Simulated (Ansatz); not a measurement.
Input and command of a calculation in Ansatz (plane waves; scalar-relativistic PAW potentials unless the input names others):

```yaml
crystal:
  lattice:
    - [0.0, 2.60521, 2.83175]
    - [2.60521, 0.0, 2.83175]
    - [2.60521, 2.60521, 0.0]
  atoms:
    - { symbol: Na, position: [0.0, 0.0, 0.0] }
    - { symbol: Cl, position: [0.5, 0.5, 0.5] }
basis:
  ecutwfc: 420
kpoints:
  mp_grid: { grid: [8, 8, 8] }
hamiltonian:
  xc: pbesol
  hubbard: { sites: [{ species: Na, l: f, u_eff: 4.0 }] }
scf:
  occupations: { method: gaussian, width: 0.05 }
  max_iter: 75
output:
  forces: true
  eigenvalues: true
  stress: true
```

```bash
ansatz run input.yaml --threads 1 --pin off --max-ram 1228MiB --backend cpu --events-out ev --progress --plain --runs-dir out
```

What is wrong with this input?

The program refuses it, because of a U on a shell that isn't there (hamiltonian.hubbard: not typed → {"sites": [{"species": "Na", "l": "f", "u_eff": 4.0}]}). Without that key it is accepted.

Abridged log:
```
Error: inconsistent input (hamiltonian.hubbard.sites[].l, hamiltonian.hubbard.sites[].shell): the file of Na doesn't list 4f, and it can't be added: PBE doesn't bind the shell 4f of the free atom, whose level lies at +0.97 eV. Type an atom or ion with it (hamiltonian.pseudopotentials.projection_atoms), take another file or name another shell
```